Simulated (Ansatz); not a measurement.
Ti under changes of volume

One of the cells (17.676 Å³/atom); the others are scaled copies at fixed shape and fractional positions:

```
CELL_PARAMETERS angstrom
-1.64100 1.64100 1.64100
1.64100 -1.64100 1.64100
1.64100 1.64100 -1.64100
ATOMIC_POSITIONS crystal
Ti 0.00000 0.00000 0.00000
```

This isn't the form of Ti at room conditions, which is hcp.

- Program: Ansatz 0.2.0
- Functional: PBEsol
- Potentials or basis: Ansatz PAW
- Cutoff: 420 eV (not typed: the program's choice for these potentials)
- k mesh: 11 × 11 × 11
- Occupations: fermi-dirac, width 0.05 eV
- Spin: no spin polarisation

```tsv
volume (Å³/atom)	energy over the lowest point (meV/atom)	pressure (GPa)
16.616	0.00	-0.6
16.969	4.45	-2.9
17.323	13.60	-4.9
17.676	?	?
18.030	44.23	-8.5
18.383	64.97	-10.0
18.737	88.89	-11.4
```

Task: What does the run at 17.676 Å³/atom give?

Result: Energy over the lowest point 26.99 meV/atom; pressure -6.8 GPa.

Worked out: A Birch-Murnaghan fit of order 3 (a polynomial in V^(-2/3)) to the other rows has its minimum at 16.48 Å³/atom, just outside them, with B0 = V·E''(V) = 113 GPa and B' = 3.6. It gives 26.97 meV/atom at 17.676 Å³/atom, against the run's 26.99, and -dE/dV = -7.0 GPa, against -6.8.

Energies are extrapolated to zero smearing.

Caveats: the PAW data sets come from PBE, with cores solved anew for the run's functional, which leaves a small shift of forces and pressure.
